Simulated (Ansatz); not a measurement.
Runs of Ansatz 0.2.0 on As. Symmetry: R-3m, No. 166, trigonal system. Conventional cell: a = 3.762 Å, b = 3.762 Å, c = 10.542 Å, α = 90.00°, β = 90.00°, γ = 120.00°. As (site symmetry 3m) has 3 As at 2.51 Å as nearest neighbours. 

```tsv
task	level	spin	k mesh	cutoff (eV)	points for each segment of the path	atoms under strain	gap on the mesh (eV)	pressure (GPa)	V0 of scaled cells (Å³/atom)	B0 (GPa)	largest force (eV/Å)
band structure	r2SCAN	off	9 × 9 × 9	500	14	-	none	1.9	-	-	0.15
band structure	PBEsol	SOC, no magnetisation	9 × 9 × 9	420	14	-	none	0.3	-	-	0.37
density of states	PBEsol	off	8 × 8 × 8	420	-	-	none	0.3	-	-	(a)
equation of state	LDA	off	9 × 9 × 9	420	-	-	-	-	21.15	(b)	-
band structure	PBE	off	9 × 9 × 9	420	14	-	none	3.7	-	-	0.43
elastic constants	PBEsol	off	8 × 8 × 8	420	-	relaxed	none	-0.8	-	-	-
equation of state	r2SCAN	off	9 × 9 × 9	500	-	-	-	-	(d)	74	-
equation of state	PBE	off	9 × 9 × 9	420	-	-	-	-	22.61	(c)	-
```

Alike in all rows: potentials or basis Ansatz PAW; cell as given; smearing fermi-dirac 0.05 eV.

Task: Estimate the missing entries.

Result: (a) 0.36; (b) 81; (c) 68; (d) 22.06.

Caveats: the PAW data sets come from PBE, with cores solved anew for the run's functional, which leaves a small shift of forces and pressure (some runs); the cell was scaled at fixed shape and fractional positions, which overstates the stiffness of a crystal with free parameters, most of all of layers and chains (some runs); elastic constants of metals need much finer meshes, so these are rough (some runs); the PAW data sets were made with another functional, which shifts forces and pressure a little (some runs).

A k mesh can miss the band edges, and rows without SOC leave out spin-orbit coupling on As.

A gap of «none» marks a metal or a gap under the smearing width.
